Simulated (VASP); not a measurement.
AgCl: density of states with PBE

AgCl:

```xyz
2
Lattice="0.0000 2.7731 2.7731 2.7731 0.0000 2.7731 2.7731 2.7731 0.0000" Properties=species:S:1:pos:R:3 pbc="T T T"
Ag    2.7731    2.7731    2.7731
Cl    0.0000    0.0000    0.0000
```

* Program: VASP 6.6.1
* Task: density of states
* Functional: PBE
* Potentials or basis: VASP PAW PBE potentials, release 64 (Ag, Cl)
* Cutoff: 520 eV
* k mesh: 9 × 9 × 9
* Occupations: fermi-dirac, width 0.01 eV
* Spin: no spin polarisation
* Dipole correction: no
* k mesh for the DOS: 14 × 14 × 14
* Occupations for the DOS: tetrahedron
* Further INCAR settings: ALGO = Fast; EDIFF = 1e-06

The valence electrons inside the program's atomic spheres are Ag 9.71; Cl 5.08.

Levels at points of the mesh, in eV from the valence-band top:
```
           k point  band 6  band 7  band 8  band 9  band 10  band 11  band 12  band 13
(0.00, 0.00, 0.00)   -2.40   -2.32   -2.32   -2.32     0.91    10.85    10.85    10.86
(0.50, 0.00, 0.00)   -2.07   -1.76    0.00    0.00     4.24     6.53     7.67     7.67
(0.50, 0.50, 0.00)   -2.21   -1.95   -1.95   -1.87     2.38     8.03     8.63    11.51
```

States per cell in windows of 1 eV (zero at the valence-band top; states under -8 eV left out):
| from (eV) | total | Ag1_d | Cl2_p | Ag1_s | Ag1_p | Cl2_s | Cl2_d |
| --- | --- | --- | --- | --- | --- | --- | --- |
| -8.0 | 0.00 | 0.00 | 0.00 | 0.00 | 0.00 | 0.00 | 0.00 |
| -7.0 | 0.00 | 0.00 | 0.00 | 0.00 | 0.00 | 0.00 | 0.00 |
| -6.0 | 0.12 | 0.01 | 0.05 | 0.01 | 0.00 | 0.00 | 0.00 |
| -5.0 | 3.12 | 0.72 | 1.19 | 0.10 | 0.04 | 0.00 | 0.00 |
| -4.0 | 2.75 | 0.86 | 1.06 | 0.01 | 0.04 | 0.00 | 0.00 |
| -3.0 | 4.34 | 3.89 | 0.10 | 0.00 | 0.00 | 0.01 | 0.00 |
| -2.0 | 4.14 | 3.09 | 0.55 | 0.05 | 0.02 | 0.02 | 0.00 |
| -1.0 | 1.80 | 1.01 | 0.54 | 0.01 | 0.01 | 0.01 | 0.00 |
| 0.0 | 0.00 | 0.00 | 0.00 | 0.00 | 0.00 | 0.00 | 0.00 |
| 1.0 | 0.04 | 0.00 | 0.00 | 0.01 | 0.00 | 0.01 | 0.00 |
| 2.0 | 0.20 | 0.00 | 0.02 | 0.07 | 0.00 | 0.01 | 0.00 |
| 3.0 | 0.71 | 0.01 | 0.11 | 0.25 | 0.02 | 0.03 | 0.00 |
| 4.0 | 0.99 | 0.02 | 0.15 | 0.29 | 0.06 | 0.03 | 0.00 |
| 5.0 | 0.33 | 0.00 | 0.04 | 0.06 | 0.04 | 0.01 | 0.00 |
| 6.0 | 0.86 | 0.02 | 0.09 | 0.08 | 0.13 | 0.02 | 0.00 |
| 7.0 | 1.19 | 0.06 | 0.13 | 0.03 | 0.17 | 0.01 | 0.00 |

Run time: 33 s on 1 thread of AMD EPYC 9R45 (Zen 5), on a shared host, peak memory 0.17 GiB.
